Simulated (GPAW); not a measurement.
# CdSe (F-43m) in GPAW: further runs

One crystal, CdSe, is run at these levels: PBE; tasks: single point.

Everything below comes from runs of GPAW 26.7.0. Logs are shortened: lines on timing, memory, paths and dates and some standing lists are left out, and cuts for length are marked. The log counts tension as positive stress, the text compression.

### Step 1. The structure

The structure is cubic, space group F-43m (No. 216). Conventional cell: a = 6.141 Å, b = 6.141 Å, c = 6.141 Å, α = 90.00°, β = 90.00°, γ = 90.00°. Cd (site symmetry -43m) is surrounded by 4 Se at 2.66 Å. Around Se (site symmetry -43m) lie 4 Cd at 2.66 Å.

Measurements of this composition are mostly on another form, of space group No. 186.

### Step 2. Single point, PBE

Input file run.py:

```python
from ase.dft.bandgap import bandgap
from ase.io import read, write
from ase.units import Bohr, GPa
from gpaw import GPAW, PW
from gpaw.elf import elf_from_dft_calculation

atoms = read('POSCAR')

calc = GPAW(mode=PW(600),
            xc='PBE',
            kpts={'size': (8, 8, 8), 'gamma': True},
            occupations={'name': 'methfessel-paxton', 'order': 0, 'width': 0.020999999999999998},
            nbands=18,
            convergence={'density': 1e-05, 'energy': 1e-05},
            maxiter=150,
            txt='gpaw.txt')
atoms.calc = calc
energy = atoms.get_potential_energy()
forces = atoms.get_forces()
stress = atoms.get_stress()
calc.write('gs.gpw')
write('result.traj', atoms)
print(f'Energy: {energy:.6f} eV')
print('Forces (eV/A):')
print(forces.round(4))
print('Stress (GPa):', (stress / GPa).round(3))
print('Fermi level:', round(calc.get_fermi_level(), 4), 'eV')
print(f'Gap: {bandgap(calc)[0]:.4f} eV, direct: {bandgap(calc, direct=True)[0]:.4f} eV')

# fields on the real-space grid
write('density.cube', atoms, data=calc.get_pseudo_density() * Bohr**3)
write('potential.cube', atoms, data=calc.get_electrostatic_potential())
write('elf.cube', atoms, data=elf_from_dft_calculation(calc).data)
```

Input file POSCAR:

```
CdSe
1.0
    0.0000000000      3.0702711986      3.0702711986
    3.0702711986      0.0000000000      3.0702711986
    3.0702711986      3.0702711986      0.0000000000
Cd Se
1 1
Direct
    0.0000000000      0.0000000000      0.0000000000
    0.2500000000      0.2500000000      0.2500000000
```

Potentials or basis: GPAW PAW data sets (gpaw-data 1.2.1), pw.

Run with:

```bash
$ OMP_NUM_THREADS=1 python run.py
```

gpaw.txt:

```text
__  _  _
 | _ |_)|_||  |
 |__||  | ||/\| - 26.7.0

Input parameters:
  mode=PW(ecut=600.0),
  convergence={'density': 1e-05, 'energy': 1e-05},
  kpts=MonkhorstPack(size=(8, 8, 8), gamma=True),
  maxiter=150,
  nbands=18,
  occupations=Occupations(name='methfessel-paxton', order=0, width=0.020999999999999998),
  xc=XC(name='PBE')

Diagonalizing LCAO Hamiltonian
Converting LCAO to pw mode

            Se

       Cd

Atoms  # Å, Bohr magnetons
|   | symbol |        x |        y |        z |    initial magnetic moments |
|---|--------|----------|----------|----------|-----------------------------|
| 0 |     Cd | 0.000000 | 0.000000 | 0.000000 | ( 0.0000,  0.0000,  0.0000) |
| 1 |     Se | 1.535136 | 1.535136 | 1.535136 | ( 0.0000,  0.0000,  0.0000) |

Unit cell  # Å
| periodic |        x |        y |        z |  lengths |    angles |
|----------|----------|----------|----------|----------|-----------|
|      yes | 0.000000 | 3.070271 | 3.070271 | 4.342019 | 60.000000 |
|      yes | 3.070271 | 0.000000 | 3.070271 | 4.342019 | 60.000000 |
|      yes | 3.070271 | 3.070271 | 0.000000 | 4.342019 | 60.000000 |

Number of symmetries: 24
Symmetry operations  # r_c * U_cc + t_c -> r_c
|    | kind |            matrix            |
|----|------|------------------------------|
|  0 |  E   |  1, 0, 0,  0, 1, 0,  0, 0, 1 |
|  1 |  σ   |  1, 0, 0,  0, 0, 1,  0, 1, 0 |
|  2 |  σ   |  1, 0,-1,  0, 1,-1,  0, 0,-1 |
|  3 |  C3  |  1, 0,-1,  0, 0,-1,  0, 1,-1 |
|  4 |  C3  |  1,-1, 0,  0,-1, 1,  0,-1, 0 |
|  5 |  σ   |  1,-1, 0,  0,-1, 0,  0,-1, 1 |
|  6 |  σ   |  0, 1, 0,  1, 0, 0,  0, 0, 1 |
|  7 |  C3  |  0, 1, 0,  0, 0, 1,  1, 0, 0 |
|  8 |  C2  |  0, 1,-1,  1, 0,-1,  0, 0,-1 |
|  9 |  S4  |  0, 1,-1,  0, 0,-1,  1, 0,-1 |
| 10 |  C3  |  0, 0, 1,  1, 0, 0,  0, 1, 0 |
| 11 |  σ   |  0, 0, 1,  0, 1, 0,  1, 0, 0 |
| 12 |  S4  |  0, 0,-1,  1, 0,-1,  0, 1,-1 |
| 13 |  C3  |  0, 0,-1,  0, 1,-1,  1, 0,-1 |
| 14 |  S4  |  0,-1, 1,  1,-1, 0,  0,-1, 0 |
| 15 |  C2  |  0,-1, 1,  0,-1, 0,  1,-1, 0 |
| 16 |  C3  |  0,-1, 0,  1,-1, 0,  0,-1, 1 |
| 17 |  S4  |  0,-1, 0,  0,-1, 1,  1,-1, 0 |
| 18 |  S4  | -1, 1, 0, -1, 0, 1, -1, 0, 0 |
| 19 |  C3  | -1, 1, 0, -1, 0, 0, -1, 0, 1 |
| 20 |  C3  | -1, 0, 1, -1, 1, 0, -1, 0, 0 |
| 21 |  S4  | -1, 0, 1, -1, 0, 0, -1, 1, 0 |
| 22 |  σ   | -1, 0, 0, -1, 1, 0, -1, 0, 1 |
| 23 |  C2  | -1, 0, 0, -1, 0, 1, -1, 1, 0 |

BZ-sampling:
  Number of BZ points: 512
  Number of IBZ points: 29

  Monkhorst-Pack size: [8, 8, 8]
  Monkhorst-Pack shift: [0.0625, 0.0625, 0.0625]

K-points  # in reciprocal-cell coordinates
|     |                                coordinates |     weight |
|-----|--------------------------------------------|------------|
|   0 | (  0.00000000,   0.00000000,   0.00000000) | 0.00195312 |
|   1 | (  0.12500000,   0.12500000,   0.00000000) | 0.01171875 |
|   2 | (  0.12500000,   0.12500000,   0.12500000) | 0.01562500 |
|   3 | (  0.25000000,   0.12500000,   0.12500000) | 0.02343750 |
|   4 | (  0.25000000,   0.25000000,   0.00000000) | 0.01171875 |
|   5 | (  0.25000000,   0.25000000,   0.12500000) | 0.04687500 |
|   6 | (  0.25000000,   0.25000000,   0.25000000) | 0.01562500 |
|   7 | (  0.37500000,   0.25000000,  -0.37500000) | 0.04687500 |
|   8 | (  0.37500000,   0.25000000,   0.12500000) | 0.04687500 |
|   9 | (  0.37500000,   0.25000000,   0.25000000) | 0.04687500 |
| ... |                                            |            |
|  28 | (  0.50000000,   0.50000000,   0.50000000) | 0.00781250 |

Plane wave coefficients: 1964
Cutoff: 600.0 eV

Spin-components: 1 (collinear spins)
Bands:           18
Projectors:      11
Spin-degeneracy: 2
Datatype:        complex128

Parallelization:
  kpt:    1
  domain: 1
  band:   1

Density:
  Valence electrons: 18.0
  Components: 1
  Grid points: [25 25 25]
  Charge: 0.0  # |e|

Potential:
  Grid points: [25 25 25]

species:
  Cd:
    name:    Cadmium
    Z:       48.0
    valence: 12
    core:    36
    charge:  0.0  # [|e|]
    compensation charges:
      type: gauss
      rc: 0.38  # [Å]
      lmax: 2
    cutoffs:
      filter: 2.12  # [Å]
      core: 2.62  # [Å]
    projectors
    | kind |    occ | energy [eV] | rcut [Å] |
    |------|--------|-------------|----------|
    |   5s |  2.000 |      -5.655 |    1.191 |
    |   5p |  0.000 |      -1.186 |    1.228 |
    |   4d | 10.000 |     -11.739 |    1.164 |
    |    s |        |      21.556 |    1.191 |
    |    p |        |      26.026 |    1.228 |
    |    d |        |      15.473 |    1.164 |

    Using partial waves for Cd as LCAO basis

  Se:
    name:    Selenium
    Z:       34.0
    valence: 6
    core:    28
    charge:  0.0  # [|e|]
    compensation charges:
      type: gauss
      rc: 0.27  # [Å]
      lmax: 2
    cutoffs:
      filter: 1.77  # [Å]
      core: 2.67  # [Å]
    projectors
    | kind |    occ | energy [eV] | rcut [Å] |
    |------|--------|-------------|----------|
    |   4s |  2.000 |     -17.277 |    0.847 |
    |   4p |  4.000 |      -6.512 |    1.005 |
    |    s |        |       9.935 |    0.847 |
    |    p |        |      20.699 |    1.005 |
    |    d |        |       0.000 |    0.847 |

    Using partial waves for Se as LCAO basis

Reference energy: -218276.650467  # eV

eigensolver:
  PPCG
  Converge bands: occupied
  niter=2

density mixing:
  MSR1-Mixer
  Pratt-step length: 0.05
  Maximum mixing coefficient: 0.75
  Old densities: 10
  SVD Regularization: 0.005
  Good broyden scale: 1.0
  Trust region scale: 1.0
  Backstep threshold: 4.0
  History deletion threshold: 6.0
  Fourier metric: weight=20.0, sigma=0.015

occupation numbers:
  Methfessel-Paxton:
    width: 0.0210  # eV
    order: 0

poisson solver:
  ecut: 4800.0  # eV

xc functional:
  name: PBE with 2 nearest neighbor stencil

convergence criteria:
- Maximum integral of absolute [dens]ity change: 1e-05 electrons / valence electron
- Maximum [total energy] change in last 3 cyles: 1e-05 eV / valence electron
- Maximum integral of absolute [eigenst]ate change: 4e-08 eV^2 / valence electron
maximum number of iterations: 150

SCF iterations
|iter     | |      energy | eigst |  dens |
|---------|-|-------------|-------|-------|
|iter:   1| |   -6.043891 | -0.61 |       |
|iter:   2| |   -5.965686 | -2.54 | -1.17 |
|iter:   3| |   -5.690706 | -1.65 | -1.21 |
|iter:   4| |   -5.689992 | -3.42 | -1.79 |
|iter:   5| |   -5.689786 | -3.89 | -2.24 |
|iter:   6| |   -5.689812 | -5.39 | -3.04 |
|iter:   7| |   -5.689815c| -6.65 | -3.52 |
|iter:   8| |   -5.689815c| -7.55c| -4.61 |
|iter:   9| |   -5.689815c| -7.92c| -5.04c|

Converged in 9 steps
Energy contributions relative to reference atoms: (reference = -218276.650467)

Energy contributions:
  Kinetic:          18.222936
  Coulomb:         -16.622161
  Zero:              0.051513
  External:          0.000000
  Xc:               -7.342103
  Entropy:          -0.000000
  Spinorbit:         0.000000
  ----------------------------
  Free energy:      -5.689815
  Extrapolated:     -5.689815

dipole moment: (-23.397053, -23.397053, -23.397053)  # |e|*Ang

Fermi level: 3.416
Eigenvalues  # (at kpt = [0.000, 0.000, 0.000])
| band index |      eig [eV] | occ [0-2] |
|------------|---------------|-----------|
|          0 |        -9.106 |     2.000 |
|          1 |        -4.464 |     2.000 |
|          2 |        -4.464 |     2.000 |
|          3 |        -4.464 |     2.000 |
|          4 |        -4.115 |     2.000 |
|          5 |        -4.115 |     2.000 |
[... 10 lines left out ...]
|         16 |        15.352 |     0.000 |
|         17 |        15.352 |     0.000 |

Gap: 0.544 eV
Transition (v -> c):
  (s=0, k=0, n=8, [0.00, 0.00, 0.00]) -> (s=0, k=0, n=9, [0.00, 0.00, 0.00])
No difference between direct/indirect transitions

Forces  # eV/Ang
|       x |       y |        z |
|---------|---------|----------|
| 0.00000 | 0.00000 | -0.00000 |  # Cd   0
| 0.00000 | 0.00000 | -0.00000 |  # Se   1

Stress tensor  # eV/Ang^3
|         x |         y |         z |
|-----------|-----------|-----------|
| -0.006707 |  0.000000 |  0.000000 |
|  0.000000 | -0.006707 | -0.000000 |
|  0.000000 | -0.000000 | -0.006707 |

# Writing to gs.gpw (mode='')
```

Run time: 27 s. Hardware: 1 thread of Intel Xeon Platinum 8259CL at 2.50GHz (Skylake/Cascade Lake), shared host; peak memory 0.17 GiB.

Results:

| Property | Result |
| --- | --- |
| Free energy | -5.6898 eV |
| Pressure | 1.1 GPa |
| Band gap on the k mesh | 0.54 eV, direct |

### Step 3. Single point, PBE

Input file run.py:

```python
from ase.dft.bandgap import bandgap
from ase.io import read, write
from ase.units import GPa
from gpaw import GPAW, PW

atoms = read('POSCAR')

calc = GPAW(mode=PW(600),
            xc='PBE',
            kpts={'size': (8, 8, 8), 'gamma': True},
            occupations={'name': 'methfessel-paxton', 'order': 0, 'width': 0.022},
            nbands=18,
            convergence={'density': 1e-05, 'energy': 1e-05},
            maxiter=150,
            txt='gpaw.txt')
atoms.calc = calc
energy = atoms.get_potential_energy()
forces = atoms.get_forces()
stress = atoms.get_stress()
calc.write('gs.gpw')
write('result.traj', atoms)
print(f'Energy: {energy:.6f} eV')
print('Forces (eV/A):')
print(forces.round(4))
print('Stress (GPa):', (stress / GPa).round(3))
print('Fermi level:', round(calc.get_fermi_level(), 4), 'eV')
print(f'Gap: {bandgap(calc)[0]:.4f} eV, direct: {bandgap(calc, direct=True)[0]:.4f} eV')
```

POSCAR is that of step 2.

Potentials or basis: GPAW PAW data sets (gpaw-data 1.2.1), pw.

Run with:

```bash
$ OMP_NUM_THREADS=1 python run.py
```

gpaw.txt:

```text
__  _  _
 | _ |_)|_||  |
 |__||  | ||/\| - 26.7.0

Input parameters:
  mode=PW(ecut=600.0),
  convergence={'density': 1e-05, 'energy': 1e-05},
  kpts=MonkhorstPack(size=(8, 8, 8), gamma=True),
  maxiter=150,
  nbands=18,
  occupations=Occupations(name='methfessel-paxton', order=0, width=0.022),
  xc=XC(name='PBE')

Diagonalizing LCAO Hamiltonian
Converting LCAO to pw mode

            Se

       Cd

Atoms  # Å, Bohr magnetons
|   | symbol |        x |        y |        z |    initial magnetic moments |
|---|--------|----------|----------|----------|-----------------------------|
| 0 |     Cd | 0.000000 | 0.000000 | 0.000000 | ( 0.0000,  0.0000,  0.0000) |
| 1 |     Se | 1.535136 | 1.535136 | 1.535136 | ( 0.0000,  0.0000,  0.0000) |

Unit cell  # Å
| periodic |        x |        y |        z |  lengths |    angles |
|----------|----------|----------|----------|----------|-----------|
|      yes | 0.000000 | 3.070271 | 3.070271 | 4.342019 | 60.000000 |
|      yes | 3.070271 | 0.000000 | 3.070271 | 4.342019 | 60.000000 |
|      yes | 3.070271 | 3.070271 | 0.000000 | 4.342019 | 60.000000 |

Number of symmetries: 24
Symmetry operations  # r_c * U_cc + t_c -> r_c
|    | kind |            matrix            |
|----|------|------------------------------|
|  0 |  E   |  1, 0, 0,  0, 1, 0,  0, 0, 1 |
|  1 |  σ   |  1, 0, 0,  0, 0, 1,  0, 1, 0 |
|  2 |  σ   |  1, 0,-1,  0, 1,-1,  0, 0,-1 |
|  3 |  C3  |  1, 0,-1,  0, 0,-1,  0, 1,-1 |
|  4 |  C3  |  1,-1, 0,  0,-1, 1,  0,-1, 0 |
|  5 |  σ   |  1,-1, 0,  0,-1, 0,  0,-1, 1 |
[... 143 lines left out ...]
  name: PBE with 2 nearest neighbor stencil

convergence criteria:
- Maximum integral of absolute [dens]ity change: 1e-05 electrons / valence electron
- Maximum [total energy] change in last 3 cyles: 1e-05 eV / valence electron
- Maximum integral of absolute [eigenst]ate change: 4e-08 eV^2 / valence electron
maximum number of iterations: 150

SCF iterations
|iter     | |      energy | eigst |  dens |
|---------|-|-------------|-------|-------|
|iter:   1| |   -6.043891 | -0.61 |       |
|iter:   2| |   -5.965686 | -2.54 | -1.17 |
|iter:   3| |   -5.690706 | -1.65 | -1.21 |
|iter:   4| |   -5.689992 | -3.42 | -1.79 |
|iter:   5| |   -5.689786 | -3.89 | -2.24 |
|iter:   6| |   -5.689812 | -5.39 | -3.04 |
|iter:   7| |   -5.689815c| -6.65 | -3.52 |
|iter:   8| |   -5.689815c| -7.55c| -4.61 |
|iter:   9| |   -5.689815c| -7.92c| -5.04c|

Converged in 9 steps
Energy contributions relative to reference atoms: (reference = -218276.650467)

Energy contributions:
  Kinetic:          18.222936
  Coulomb:         -16.622161
  Zero:              0.051513
  External:          0.000000
  Xc:               -7.342103
  Entropy:          -0.000000
  Spinorbit:         0.000000
  ----------------------------
  Free energy:      -5.689815
  Extrapolated:     -5.689815

dipole moment: (-23.397053, -23.397053, -23.397053)  # |e|*Ang

Fermi level: 3.436
Eigenvalues  # (at kpt = [0.000, 0.000, 0.000])
| band index |      eig [eV] | occ [0-2] |
|------------|---------------|-----------|
|          0 |        -9.106 |     2.000 |
|          1 |        -4.464 |     2.000 |
|          2 |        -4.464 |     2.000 |
|          3 |        -4.464 |     2.000 |
|          4 |        -4.115 |     2.000 |
|          5 |        -4.115 |     2.000 |
[... 10 lines left out ...]
|         16 |        15.352 |     0.000 |
|         17 |        15.352 |     0.000 |

Gap: 0.544 eV
Transition (v -> c):
  (s=0, k=0, n=8, [0.00, 0.00, 0.00]) -> (s=0, k=0, n=9, [0.00, 0.00, 0.00])
No difference between direct/indirect transitions

Forces  # eV/Ang
|       x |        y |        z |
|---------|----------|----------|
| 0.00000 | -0.00000 | -0.00000 |  # Cd   0
| 0.00000 | -0.00000 | -0.00000 |  # Se   1

Stress tensor  # eV/Ang^3
|         x |         y |         z |
|-----------|-----------|-----------|
| -0.006707 |  0.000000 |  0.000000 |
|  0.000000 | -0.006707 | -0.000000 |
|  0.000000 | -0.000000 | -0.006707 |

# Writing to gs.gpw (mode='')
```

stdout:

```text
Energy: -5.689815 eV
Forces (eV/A):
[[ 0. -0. -0.]
 [ 0. -0. -0.]]
Stress (GPa): [-1.075 -1.075 -1.075 -0.     0.     0.   ]
Fermi level: 3.4364 eV
Gap: 0.5445 eV, direct: 0.5445 eV
```

It took 15 s on 1 thread of Intel Xeon Platinum 8259CL at 2.50GHz (Skylake/Cascade Lake), shared host; peak memory 0.17 GiB.

Results:

```yaml
Free_energy: -5.6898 eV
Pressure: 1.1 GPa
Band_gap_on_the_k_mesh: 0.54 eV, direct
```

### Step 4. Single point, PBE

Edit run.py of step 3 so:

```diff
@@ -10,3 +10,3 @@
             kpts={'size': (8, 8, 8), 'gamma': True},
-            occupations={'name': 'methfessel-paxton', 'order': 0, 'width': 0.022},
+            occupations={'name': 'methfessel-paxton', 'order': 0, 'width': 0.023},
             nbands=18,
```

POSCAR is that of step 3.

Run with:

```bash
$ OMP_NUM_THREADS=1 python run.py
```

It took 16 s on 1 thread of Intel Xeon Platinum 8259CL at 2.50GHz (Skylake/Cascade Lake), shared host; peak memory 0.17 GiB.

The run converged. Its results:

```
Free energy            : -5.6898 eV
Pressure               : 1.1 GPa
Band gap on the k mesh : 0.54 eV, direct
```

Levels at points of the mesh, in eV from the valence-band top:
| k point | band 5 | band 6 | band 7 | band 8 | band 9 | band 10 | band 11 | band 12 | band 13 | band 14 |
| --- | --- | --- | --- | --- | --- | --- | --- | --- | --- | --- |
| (0.00, 0.00, 0.00) | -7.45 | -7.45 | 0.00 | 0.00 | 0.00 | 0.54 | 5.91 | 5.91 | 5.91 | 9.68 |
| (0.50, 0.50, 0.00) | -7.39 | -7.11 | -3.96 | -1.77 | -1.77 | 3.19 | 3.73 | 8.95 | 10.03 | 10.03 |
| (0.50, 0.50, 0.50) | -7.43 | -7.17 | -4.23 | -0.72 | -0.72 | 2.35 | 6.43 | 6.43 | 7.32 | 9.95 |

(Part 1 of 2 ends here.)
